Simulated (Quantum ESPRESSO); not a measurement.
# Cu (Cmcm) in Quantum ESPRESSO: reference runs

Aim: a first look at Cu with PBE, on the cell as given and on a disturbed one.

All numbers are computed with Quantum ESPRESSO 7.5; they aren't measurements. Logs are shortened: lines on timing, memory, paths and dates and some standing lists are left out, and cuts for length are marked.

### Step 1. Starting point

The structure is orthorhombic, space group Cmcm (No. 63). The conventional cell has a = 2.437 Å, b = 7.953 Å, c = 2.475 Å, α = 90.00°, β = 90.00°, γ = 90.00°. Cu (site symmetry m2m) is surrounded by 10 Cu at 2.44 to 2.54 Å.

This isn't the form of Cu at room conditions, which is fcc.

### Step 2. Single point, PBE

Contents of pw.in:

```
&CONTROL
  calculation = 'scf'
  prefix = 'pwscf'
  outdir = './tmp'
  pseudo_dir = './pseudo'
  tprnfor = .true.
  tstress = .true.
  disk_io = 'low'
/
&SYSTEM
  ibrav = 0
  celldm(1) = 8
  nat = 2
  ntyp = 1
  ecutwfc = 55
  ecutrho = 440
  nbnd = 18
  occupations = 'smearing'
  smearing = 'fd'
  degauss = 0.00367493
/
&ELECTRONS
  conv_thr = 4d-10
  electron_maxstep = 120
  mixing_beta = 0.5
/
ATOMIC_SPECIES
Cu    63.5460 Cu.paw.z_11.ld1.psl.v1.0.0-low.upf
CELL_PARAMETERS alat
  0.2878203333626  -0.9392831759550   0.0000000000000
  0.2878203333626   0.9392831759550   0.0000000000000
  0.0000000000000   0.0000000000000   0.5847510702690
ATOMIC_POSITIONS crystal
Cu     0.8661333500    0.1338666500    0.7500000000
Cu     0.1338666500    0.8661333500    0.2500000000
K_POINTS automatic
11 11 11 0 0 0
```

Contents of pp_density.in:

```
&INPUTPP
  prefix = 'pwscf'
  outdir = './tmp'
  filplot = 'density.dat'
  plot_num = 0
/
&PLOT
  nfile = 1
  filepp(1) = 'density.dat'
  iflag = 3
  output_format = 6
  fileout = 'density.cube'
/
```

Contents of pp_potential.in:

```
&INPUTPP
  prefix = 'pwscf'
  outdir = './tmp'
  filplot = 'potential.dat'
  plot_num = 11
/
&PLOT
  nfile = 1
  filepp(1) = 'potential.dat'
  iflag = 3
  output_format = 6
  fileout = 'potential.cube'
/
```

Potentials or basis: SSSP 1.3 efficiency PBE.

On the command line:

```
OMP_NUM_THREADS=1 pw.x -in pw.in > pw.out
OMP_NUM_THREADS=1 pp.x -in pp_density.in > pp_density.out
OMP_NUM_THREADS=1 pp.x -in pp_potential.in > pp_potential.out
```

pw.out:

```text
This program is part of the open-source Quantum ESPRESSO suite
     for quantum simulation of materials; please cite
         "P. Giannozzi et al., J. Phys.:Condens. Matter 21 395502 (2009);
         "P. Giannozzi et al., J. Phys.:Condens. Matter 29 465901 (2017);
         "P. Giannozzi et al., J. Chem. Phys. 152 154105 (2020);
     in publications or presentations arising from this work. More details at

     file Cu.paw.z_11.ld1.psl.v1.0.0-low.upf: wavefunction(s)  4S 3D renormalized
     Message from routine setup:
     using ibrav=0 with symmetry is DISCOURAGED, use correct ibrav instead

     G-vector sticks info
     --------------------
     sticks:   dense  smooth     PW     G-vecs:    dense   smooth      PW
     Sum        1217     605    215                25251     8927    1883

     Using Slab Decomposition

     bravais-lattice index     =            0
     lattice parameter (alat)  =       8.0000  a.u.
     unit-cell volume          =     161.8784 (a.u.)^3
     number of atoms/cell      =            2
     number of atomic types    =            1
     number of electrons       =        22.00
     number of Kohn-Sham states=           18
     kinetic-energy cutoff     =      55.0000  Ry
     charge density cutoff     =     440.0000  Ry
     scf convergence threshold =      4.0E-10
     mixing beta               =       0.5000
     number of iterations used =            8  plain     mixing
     Exchange-correlation= SLA  PW   PBX  PBC
                           (   1   4   3   4   0   0   0)

     celldm(1)=   8.000000  celldm(2)=   0.000000  celldm(3)=   0.000000
     celldm(4)=   0.000000  celldm(5)=   0.000000  celldm(6)=   0.000000

     crystal axes: (cart. coord. in units of alat)
               a(1) = (   0.287820  -0.939283   0.000000 )
               a(2) = (   0.287820   0.939283   0.000000 )
               a(3) = (   0.000000   0.000000   0.584751 )

     reciprocal axes: (cart. coord. in units 2 pi/alat)
               b(1) = (  1.737195 -0.532321  0.000000 )
               b(2) = (  1.737195  0.532321 -0.000000 )
               b(3) = ( -0.000000  0.000000  1.710129 )

     PseudoPot. # 1 for Cu read from file:
     Cu.paw.z_11.ld1.psl.v1.0.0-low.upf
     Pseudo is Projector augmented-wave + core cor, Zval = 11.0
     Generated using &quot;atomic&quot; code by A. Dal Corso  v.6.3MaX
     Shape of augmentation charge: PSQ
     Using radial grid of 1199 points,  6 beta functions with:
                l(1) =   0
                l(2) =   0
                l(3) =   1
                l(4) =   1
                l(5) =   2
                l(6) =   2
     Q(r) pseudized with 0 coefficients

     atomic species   valence    mass     pseudopotential
     Cu               11.00    63.54600     Cu( 1.00)

      8 Sym. Ops., with inversion, found ( 4 have fractional translation)

   Cartesian axes

     site n.     atom                  positions (alat units)
         1        Cu     tau(   1) = (   0.2878203  -0.6878058   0.4385633  )
         2        Cu     tau(   2) = (   0.2878203   0.6878058   0.1461878  )

     number of k points=   216  Fermi-Dirac smearing, width (Ry)=  0.0037

     Number of k-points >= 100: set verbosity='high' to print them.

     Dense  grid:    25251 G-vectors     FFT dimensions: (  54,  54,  32)

     Smooth grid:     8927 G-vectors     FFT dimensions: (  40,  40,  24)

     Initial potential from superposition of free atoms

     starting charge      21.9995, renormalised to      22.0000
     Starting wfcs are   18 randomized atomic wfcs

     Self-consistent Calculation

     iteration #  1     ecut=    55.00 Ry     beta= 0.50
     Davidson diagonalization with overlap
     ethr =  1.00E-02,  avg # of iterations =  6.0

     Threshold (ethr) on eigenvalues was too large:
     Diagonalizing with lowered threshold

     Davidson diagonalization with overlap
     ethr =  4.93E-04,  avg # of iterations =  1.4

     total energy              =    -426.12109720 Ry
     estimated scf accuracy    <       0.11042366 Ry

     iteration #  2     ecut=    55.00 Ry     beta= 0.50
     Davidson diagonalization with overlap
     ethr =  5.02E-04,  avg # of iterations =  2.4

     total energy              =    -426.14942290 Ry
     estimated scf accuracy    <       0.13681363 Ry

     iteration #  3     ecut=    55.00 Ry     beta= 0.50
     Davidson diagonalization with overlap
     ethr =  5.02E-04,  avg # of iterations =  1.4

     total energy              =    -426.17088892 Ry
     estimated scf accuracy    <       0.00032122 Ry

     iteration #  4     ecut=    55.00 Ry     beta= 0.50
     Davidson diagonalization with overlap
     c_bands:  2 eigenvalues not converged
     ethr =  1.46E-06,  avg # of iterations =  6.9

     total energy              =    -426.17101394 Ry
     estimated scf accuracy    <       0.00009959 Ry

     iteration #  5     ecut=    55.00 Ry     beta= 0.50
     Davidson diagonalization with overlap
     ethr =  4.53E-07,  avg # of iterations =  1.1

     total energy              =    -426.17101819 Ry
     estimated scf accuracy    <       0.00000267 Ry

     iteration #  6     ecut=    55.00 Ry     beta= 0.50
     Davidson diagonalization with overlap
     ethr =  1.21E-08,  avg # of iterations =  2.4

     total energy              =    -426.17101927 Ry
     estimated scf accuracy    <       0.00000103 Ry

     iteration #  7     ecut=    55.00 Ry     beta= 0.50
     Davidson diagonalization with overlap
     ethr =  4.67E-09,  avg # of iterations =  1.2

     total energy              =    -426.17101938 Ry
     estimated scf accuracy    <       0.00000003 Ry

     iteration #  8     ecut=    55.00 Ry     beta= 0.50
     Davidson diagonalization with overlap
     ethr =  1.44E-10,  avg # of iterations =  2.5

     total energy              =    -426.17101939 Ry
     estimated scf accuracy    <          1.2E-09 Ry

     iteration #  9     ecut=    55.00 Ry     beta= 0.50
     Davidson diagonalization with overlap
     ethr =  5.54E-12,  avg # of iterations =  2.3

     End of self-consistent calculation

     Number of k-points >= 100: set verbosity='high' to print the bands.

     the Fermi energy is    12.4188 ev

!    total energy              =    -426.17101939 Ry
     total all-electron energy =     -6619.930552 Ry
     estimated scf accuracy    <          2.0E-10 Ry
     smearing contrib. (-TS)   =      -0.00030913 Ry
     internal energy E=F+TS    =    -426.17071026 Ry

     The total energy is F=E-TS. E is the sum of the following terms:
     one-electron contribution =     -59.89380310 Ry
     hartree contribution      =      62.94810758 Ry
     xc contribution           =     -89.27483205 Ry
     ewald contribution        =    -160.25550054 Ry
     one-center paw contrib.   =    -179.69468216 Ry

     convergence has been achieved in   9 iterations

     Forces acting on atoms (cartesian axes, Ry/au):

     atom    1 type  1   force =    -0.00000000   -0.00191191    0.00000000
     atom    2 type  1   force =     0.00000000    0.00191191    0.00000000

     Total force =     0.002704     Total SCF correction =     0.000002

     Computing stress (Cartesian axis) and pressure

          total   stress  (Ry/bohr**3)                   (kbar)     P=       61.91
   0.00041829   0.00000000   0.00000000           61.53        0.00        0.00
  -0.00000000   0.00038630   0.00000000           -0.00       56.83        0.00
   0.00000000   0.00000000   0.00045800            0.00        0.00       67.37

=------------------------------------------------------------------------------=
   JOB DONE.
=------------------------------------------------------------------------------=
```

Run time: 1.8 min. Hardware: 1 thread of Arm Neoverse V1, shared host; peak memory 0.18 GiB.

Results:

* Free energy: -5798.3521 eV
* Pressure: 6.2 GPa
* Largest force: 0.049 eV/Å
* Band gap on the k mesh: none (metal or under the smearing width)

Forces on the atoms (eV/Å):
```
Cu   0.000 -0.049  0.000
Cu   0.000  0.049  0.000
```

Stress tensor (GPa, compression positive):
```
6.15 0.00 0.00
0.00 5.68 0.00
0.00 0.00 6.74
```

### Step 3. Single point, PBE (atoms moved at random, drawn with an rms of 0.05 Å)

Contents of pw.in:

```
&CONTROL
  calculation = 'scf'
  prefix = 'pwscf'
  outdir = './tmp'
  pseudo_dir = './pseudo'
  tprnfor = .true.
  tstress = .true.
  disk_io = 'nowf'
/
&SYSTEM
  ibrav = 0
  nat = 2
  ntyp = 1
  ecutwfc = 55
  ecutrho = 440
  nbnd = 18
  occupations = 'smearing'
  smearing = 'fd'
  degauss = 0.00367493
/
&ELECTRONS
  conv_thr = 4d-10
  electron_maxstep = 120
  mixing_beta = 0.5
/
ATOMIC_SPECIES
Cu    63.5460 Cu.paw.z_11.ld1.psl.v1.0.0-low.upf
CELL_PARAMETERS angstrom
   1.2184636900   -3.9763780104    0.0000000000
   1.2184636900    3.9763780104    0.0000000000
   0.0000000000    0.0000000000    2.4754955235
ATOMIC_POSITIONS crystal
Cu     0.8711190000    0.1333070000    0.7399220000
Cu     0.1350420000    0.8851840000    0.2469580000
K_POINTS automatic
11 11 11 0 0 0
```

Potentials or basis: SSSP 1.3 efficiency PBE.

On the command line:

```
OMP_NUM_THREADS=1 pw.x -in pw.in > pw.out
```

pw.out:

```text
This program is part of the open-source Quantum ESPRESSO suite
     for quantum simulation of materials; please cite
         "P. Giannozzi et al., J. Phys.:Condens. Matter 21 395502 (2009);
         "P. Giannozzi et al., J. Phys.:Condens. Matter 29 465901 (2017);
         "P. Giannozzi et al., J. Chem. Phys. 152 154105 (2020);
     in publications or presentations arising from this work. More details at

     file Cu.paw.z_11.ld1.psl.v1.0.0-low.upf: wavefunction(s)  4S 3D renormalized

     G-vector sticks info
     --------------------
     sticks:   dense  smooth     PW     G-vecs:    dense   smooth      PW
     Sum        1217     605    215                25251     8927    1883

     Using Slab Decomposition

     bravais-lattice index     =            0
     lattice parameter (alat)  =       7.8591  a.u.
     unit-cell volume          =     161.8784 (a.u.)^3
     number of atoms/cell      =            2
     number of atomic types    =            1
     number of electrons       =        22.00
     number of Kohn-Sham states=           18
     kinetic-energy cutoff     =      55.0000  Ry
     charge density cutoff     =     440.0000  Ry
     scf convergence threshold =      4.0E-10
     mixing beta               =       0.5000
     number of iterations used =            8  plain     mixing
     Exchange-correlation= SLA  PW   PBX  PBC
                           (   1   4   3   4   0   0   0)

[... 35 lines left out ...]
         1        Cu     tau(   1) = (   0.2942759  -0.7054359   0.4404253  )
         2        Cu     tau(   2) = (   0.2989050   0.7172249   0.1469973  )

     number of k points=   666  Fermi-Dirac smearing, width (Ry)=  0.0037

     Number of k-points >= 100: set verbosity='high' to print them.

     Dense  grid:    25251 G-vectors     FFT dimensions: (  54,  54,  32)

     Smooth grid:     8927 G-vectors     FFT dimensions: (  40,  40,  24)

     Initial potential from superposition of free atoms

     starting charge      21.9995, renormalised to      22.0000
     Starting wfcs are   18 randomized atomic wfcs

     Self-consistent Calculation

     iteration #  1     ecut=    55.00 Ry     beta= 0.50
     Davidson diagonalization with overlap
     ethr =  1.00E-02,  avg # of iterations =  6.0

     Threshold (ethr) on eigenvalues was too large:
     Diagonalizing with lowered threshold

     Davidson diagonalization with overlap
     ethr =  4.85E-04,  avg # of iterations =  1.3

     total energy              =    -426.11915793 Ry
     estimated scf accuracy    <       0.10856371 Ry
[... 50 lines left out ...]
     iteration #  9     ecut=    55.00 Ry     beta= 0.50
     Davidson diagonalization with overlap
     ethr =  3.56E-11,  avg # of iterations =  2.7

     End of self-consistent calculation

     Number of k-points >= 100: set verbosity='high' to print the bands.

     the Fermi energy is    12.4093 ev

!    total energy              =    -426.16859279 Ry
     total all-electron energy =     -6619.928125 Ry
     estimated scf accuracy    <          2.8E-10 Ry
     smearing contrib. (-TS)   =      -0.00030936 Ry
     internal energy E=F+TS    =    -426.16828343 Ry

     The total energy is F=E-TS. E is the sum of the following terms:
     one-electron contribution =     -59.32612395 Ry
     hartree contribution      =      62.66837239 Ry
     xc contribution           =     -89.27461940 Ry
     ewald contribution        =    -160.54152438 Ry
     one-center paw contrib.   =    -179.69438809 Ry

     convergence has been achieved in   9 iterations

     Forces acting on atoms (cartesian axes, Ry/au):

     atom    1 type  1   force =     0.00021974    0.02945933    0.00216889
     atom    2 type  1   force =    -0.00021974   -0.02945933   -0.00216889

     Total force =     0.041776     Total SCF correction =     0.000013

     Computing stress (Cartesian axis) and pressure

          total   stress  (Ry/bohr**3)                   (kbar)     P=       63.11
   0.00027498  -0.00003717   0.00000029           40.45       -5.47        0.04
  -0.00003717   0.00052775   0.00001201           -5.47       77.64        1.77
   0.00000029   0.00001201   0.00048436            0.04        1.77       71.25

=------------------------------------------------------------------------------=
   JOB DONE.
=------------------------------------------------------------------------------=
```

Wall time 4.9 min (1 thread of Arm Neoverse V1, shared host); peak memory 0.32 GiB.

What came out:

```yaml
Free_energy: -5798.3191 eV
Pressure: 6.3 GPa
Largest_force: 0.760 eV/Å
Band_gap_on_the_k_mesh: none (metal or under the smearing width)
```

Forces on the atoms (eV/Å):
```
Cu   0.006  0.757  0.056
Cu  -0.006 -0.757 -0.056
```
